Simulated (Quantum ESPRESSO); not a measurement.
Hf:

```
Hf
1.0
     3.19670    0.00000    0.00000
    -1.59835    2.76842    0.00000
     0.00000    0.00000    5.05780
Hf
2
Cartesian
  1.5984 0.9228 3.7934
  0.0000 1.8456 1.2645
```

```yaml
Program: Quantum ESPRESSO 7.5
Task: single point
Functional: PBEsol
Potentials_or_basis: GBRV 1.5 PBEsol
Cutoff: 612 eV
Density_cutoff: 4898 eV
k_mesh: 10 × 10 × 5
Occupations: fermi-dirac, width 0.05 eV
Spin: no spin polarisation
```

On this cell: pressure -3.9 GPa; largest force under 0.003 eV/Å; band gap on the k mesh none (metal or under the smearing width).

The same run follows on a disturbed copy (atoms moved at random, drawn with an rms of 0.05 Å):

```
Hf
1.0
     3.19670    0.00000    0.00000
    -1.59835    2.76842    0.00000
     0.00000    0.00000    5.05780
Hf
2
Direct
  0.67080 0.34630 0.75451
  0.32565 0.67287 0.24668
```

Task: What changes?

Result: The energy (extrapolated to zero smearing) moves by +1.9 meV/atom; pressure -3.8 GPa; largest force 0.147 eV/Å; band gap on the k mesh none (metal or under the smearing width).

Forces in eV/Å, atoms in the order of the input:
```
Hf  -0.061 -0.042 -0.127
Hf   0.061  0.042  0.127
```

Stress tensor (GPa, compression positive):
```
-3.52  0.23  0.05
 0.23 -3.84  0.03
 0.05  0.03 -4.06
```
